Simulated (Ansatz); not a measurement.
Input of an Ansatz 0.2.0 run:

Contents of input.yaml:

```yaml
crystal:
  lattice:
    - [3.2093, 0.0, 0.0]
    - [-1.60465, 2.7793353284, 0.0]
    - [0.0, 0.0, 5.2103]
  atoms:
    - { symbol: Mg, position: [0.6666666667, 0.3333333333, 0.75] }
    - { symbol: Mg, position: [0.3333333333, 0.6666666667, 0.25] }
kpoints:
  mp_grid: { grid: [10, 10, 5] }
scf:
  occupations: { method: gaussian, width: 0.015 }
hamiltonian:
  xc: pbe
  pseudopotentials: { kind: all_electron, lapw: { basis_error: 0.001 } }
output:
  forces: true
  stress: true
  eigenvalues: true
```

Potentials or basis: all-electron LAPW, scalar-relativistic.

The run is started by

```console
$ ansatz run input.yaml --threads 1 --pin off --max-ram 3072MiB --backend cpu --events-out ev --progress --plain --runs-dir out
```

Problem. Estimate the band gap on the k mesh.

Solution. None (metal or under the smearing width).

Problem. What does it give for the pressure?

Solution. -0.5 GPa.

Stress tensor (GPa, compression positive):
```
-0.71  0.00  0.00
 0.00 -0.71  0.00
 0.00  0.00  0.02
```
